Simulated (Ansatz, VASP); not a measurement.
**Two plane-wave programs on BeTe**

File INCAR:

```
SYSTEM = BeTe
ALGO = Normal
EDIFF = 1E-7
ENCUT = 520
ISIF = 2
ISMEAR = 0
LASPH = .TRUE.
LCHARG = .FALSE.
LREAL = .FALSE.
LWAVE = .FALSE.
NBANDS = 11
NELM = 100
PREC = Accurate
SIGMA = 0.05
```

File KPOINTS:

```
k-points
0
G
  8 8 8
  0 0 0
```

The input POSCAR:

```
BeTe
1.0
    0.0000000000      2.8808000000      2.9916000000
    2.8808000000      0.0000000000      2.9916000000
    2.8808000000      2.8808000000      0.0000000000
Be Te
1 1
Direct
    0.0000000000      0.0000000000      0.0000000000
    0.7500000000      0.7500000000      0.7500000000
```

Input for Ansatz:

```yaml
crystal:
  lattice:
    - [0.0, 2.8808, 2.9916]
    - [2.8808, 0.0, 2.9916]
    - [2.8808, 2.8808, 0.0]
  atoms:
    - { symbol: Be, position: [0.0, 0.0, 0.0] }
    - { symbol: Te, position: [0.75, 0.75, 0.75] }
basis:
  ecutwfc: 420
kpoints:
  mp_grid: { grid: [8, 8, 8] }
hamiltonian:
  xc: lda
scf:
  occupations: { method: gaussian, width: 0.05 }
output:
  forces: true
  stress: true
  eigenvalues: true
```

Change from the starting cell: strain +0.040 along x and y, +0.080 along z, atoms carried along.

Alike in both runs: task single point; functional LDA; k mesh 8 × 8 × 8; occupations gaussian, width 0.05 eV; no spin polarisation.

|  | VASP | Ansatz |
| --- | --- | --- |
| version | VASP 6.6.1 | Ansatz 0.2.0 |
| potentials or method | VASP PAW LDA potentials, release 64 (Be, Te) | scalar-relativistic, plane waves, PAW |
| plane-wave cutoff (eV) | 520 | 420 |
| valence electrons in the cell | 8 | 18 |

|  | VASP | Ansatz | Ansatz less VASP |
| --- | --- | --- | --- |
| gap on the k mesh at the Fermi level (eV) | 1.96 | 1.97 | +0.014 |
| least direct gap on the mesh (eV) | 2.92 | 2.89 | -0.030 |
| pressure (GPa) | -6.9 | -7.0 | -0.14 |
| largest component of the traceless stress (GPa) | 1.49 | 1.49 | +0.001 |

The two sets of potentials don't hold the same shells in valence.

Caveats: spin-orbit coupling is left out, which moves the levels of the heavy elements. A k mesh can miss the band edges.
